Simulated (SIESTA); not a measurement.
Crystal: CoO.

```
Co O
1.0
     1.60222    0.92504    2.56647
    -1.60222    0.92504    2.56647
     0.00000   -1.85008    2.56647
Co O
1 1
Direct
  0.99898 0.99898 0.99898
  0.75102 0.75102 0.75102
```

Measurements of this composition are mostly on another form, of space group No. 225.

- Program: SIESTA 5.4.2
- Task: single point
- Functional: PBEsol
- Potentials or basis: PseudoDojo 0.4 standard (PBEsol files)
- Basis: DZP (energy shift 0.003 Ry; two zetas on semicore shells)
- Grid cutoff: 800 Ry
- Energy shift: 0.003 Ry
- k mesh: 10 × 10 × 10
- Occupations: fermi-dirac, width 0.05 eV
- Spin: collinear spin, ferromagnetic start
- Starting moments: [2.0, 0.0] μB

On this cell: pressure -6.4 GPa; largest force 0.250 eV/Å; net moment 2.82 μB per cell; site moments Co +2.43; O +0.40 μB; band gap on the k mesh none (metal or under the smearing width).

The same run follows on a disturbed copy (atoms moved at random, drawn with an rms of 0.05 Å):

```
Co O
1.0
     1.60222    0.92504    2.56647
    -1.60222    0.92504    2.56647
     0.00000   -1.85008    2.56647
Co O
1 1
Direct
  0.01272 0.00224 0.98224
  0.74686 0.76643 0.74039
```

**Question.** What does the disturbed cell give?

**Answer.** The energy (extrapolated to zero smearing) moves by +2.2 meV/atom; pressure -6.3 GPa; largest force 0.304 eV/Å; net moment 2.82 μB per cell; site moments Co +2.42; O +0.40 μB; band gap on the k mesh none (metal or under the smearing width).

Forces on the atoms (eV/Å):
```
Co  -0.181 -0.080  0.228
O    0.182  0.082 -0.230
```

Stress tensor (GPa, compression positive):
```
-7.20  1.85  1.44
 1.85 -8.70  0.58
 1.44  0.58 -3.10
```

Caveats: short orbitals over semicore shells can move pressures by several GPa; the basis of atomic orbitals isn't converged, which shifts pressures, moduli and gaps; a cell with one magnetic atom can't hold antiferromagnetic order, which such compounds often take; semilocal functionals often make such compounds metallic where correlation or magnetic order opens a gap, which also shifts bond lengths.
